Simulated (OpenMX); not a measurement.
The system is K.

```
K
1.0
    -2.69756    2.69756    2.69756
     2.69756   -2.69756    2.69756
     2.69756    2.69756   -2.69756
K
1
Direct
  0.00000 0.00000 0.00000
```

| Item | Value |
| --- | --- |
| Program | OpenMX 3.8.5 |
| Task | single point |
| Functional | PBE |
| Potentials or basis | OpenMX 2013 PBE set, K10.0-s3p2d1, grid cutoff 260 Ry |
| k mesh | 7 × 7 × 7 |
| Occupations | fermi-dirac, width 0.05 eV |
| Spin | no spin polarisation |

On this cell: pressure -0.2 GPa; band gap on the k mesh none (metal or under the smearing width).

The same run follows on a disturbed copy (cell strained at random at fixed volume):

```
K
1.0
    -2.62910    2.66761    2.60007
     2.71869   -2.74448    2.76653
     2.66008    2.77546   -2.67695
K
1
Cartesian
  0.0063 0.0330 -0.0519
```

**Question.** What does the disturbed cell give?

**Answer.** The energy (extrapolated to zero smearing) moves by +1.7 meV/atom; pressure -0.2 GPa; band gap on the k mesh none (metal or under the smearing width).

Caveats: the basis of atomic orbitals isn't converged, which shifts pressures, moduli and gaps.
